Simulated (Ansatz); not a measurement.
## How much do the gradients of Te2Mo depend on the method?

Cell: a structure deposited in the COD, its atoms then relaxed with PBE in this cell.

```cif
data_Te2Mo
_symmetry_space_group_name_H-M 'P6_3/mmc'
_symmetry_Int_Tables_number 194
_cell_length_a 3.5182
_cell_length_b 3.5182
_cell_length_c 13.9736
_cell_angle_alpha 90.000
_cell_angle_beta 90.000
_cell_angle_gamma 120.000
loop_
_atom_site_label
_atom_site_type_symbol
_atom_site_symmetry_multiplicity
_atom_site_Wyckoff_symbol
_atom_site_fract_x
_atom_site_fract_y
_atom_site_fract_z
Te Te 4 f 0.3333 0.6667 0.6201
Mo Mo 2 c 0.3333 0.6667 0.2500
```

One atom of each set is listed.

First run. Level of theory: DFT, PBE, plane waves and PAW, scalar-relativistic, 420 eV cutoff, Γ-centred 14×14×3 k-points, Fermi–Dirac smearing 0.02 eV (Ansatz 0.2.0).

```csv
site,V_zz (10²¹ V/m²),η
Te,-18.13,0.00
Mo,-6.42,0.00
```

Second run. The same atoms and settings, except that the functional is r2SCAN and the cutoff is 500 eV.

**Question.** What does the second run give?

**Answer.** 

```json
{"site": "Te", "V_zz": "-18.81", "η": "0.00", "change of V_zz": "-0.68"}
{"site": "Mo", "V_zz": "-6.51", "η": "0.00", "change of V_zz": "-0.09"}
```

The largest change of V_zz is on Te, from -18.13 to -18.81. In per cent, |V_zz| changes by +4 on Te, +1 on Mo (all sites that start above 0.5).

Without spin–orbit coupling the gradients at and beside Te can be off by some per cent, at some sites by more.
For the second run: The largest force is 0.3 eV/Å, so the atoms aren't at the calculated equilibrium and relaxing them would move these values.
